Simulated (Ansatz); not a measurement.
Computed with Ansatz, DFT PBE, scalar-relativistic, plane waves, PAW. Settings: cutoff 420 eV, Γ-centred meshes spaced at most about 0.3 Å⁻¹, and about 0.25 Å⁻¹ or finer for metals (2π included), Gaussian smearing. No spin polarisation.

Each guess is relaxed in cell and atoms at zero pressure, on a coarse mesh first where it starts far from rest and then on a converged one. The steps can't lower the symmetry of the start, but it can rise. Energies are static (0 K, no zero-point motion).

Two unrelaxed guesses for Mg5O:

A.

```xyz
6
Lattice="4.5853 0.0000 0.0000 -2.2927 3.9710 0.0000 0.0000 0.0000 5.6016" Properties=species:S:1:pos:R:3 pbc="T T T"
Mg    2.7714    0.0000    2.8008
Mg   -1.3857    2.4001    2.8008
Mg    0.9070    1.5709    2.8008
Mg    0.0000    0.0000    4.1857
Mg    0.0000    0.0000    1.4159
O     0.0000    0.0000    0.0000
```

B.

```xyz
6
Lattice="4.5727 0.0000 0.0000 -2.2864 3.9601 0.0000 0.0000 0.0000 4.9088" Properties=species:S:1:pos:R:3 pbc="T T T"
Mg   -0.7585    1.3138    0.0000
Mg    1.5278    2.6463    0.0000
Mg    1.5171    0.0000    0.0000
Mg    2.2864    1.3200    2.4544
Mg    0.0000    2.6401    2.4544
O     0.0000    0.0000    2.4544
```

Problem. Do they relax into the same structure? If not, which is lower?

Solution. No. B ends lower, by 0.34 eV/atom. A: P-62m at 17.0 Å³/atom → P6/mmm at 34.0 Å³/atom; B: P-62m at 14.8 Å³/atom → P-62m at 21.3 Å³/atom. Counting Mg atoms around O (those within 1.25 times the shortest such distance or 1.15 times the sum of covalent radii), the end of A has O 2 and the end of B has O 6. End of A. Conventional cell: a = 5.933 Å, c = 6.689 Å. Around Mg on a site of symmetry mmm lie 4 Mg at 2.97 Å and 4 Mg at 3.34 Å; Mg on a site of symmetry 6mm has 1 O at 1.81 Å, 1 Mg at 3.06 Å and 6 Mg at 3.34 Å; O is surrounded by 2 Mg at 1.81 Å. End of B. Conventional cell: a = 7.119 Å, c = 2.911 Å. Around Mg on a site of symmetry m2m lie 2 O at 2.22 Å, 4 Mg at 2.89–2.91 Å and 4 Mg at 3.15 Å; Mg on a site of symmetry -6 has 2 Mg at 2.91 Å and 6 Mg at 3.15 Å; around O lie 6 Mg at 2.22 Å and 2 O at 2.91 Å.

Ends held by symmetry can be saddle points. Neither end is the lowest form computed: that has space group P-3m1 (No. 164) and lies 0.31 eV/atom below the better end. Some structure types and database cells were kept out of the candidates from the start, so a known form may be missing.
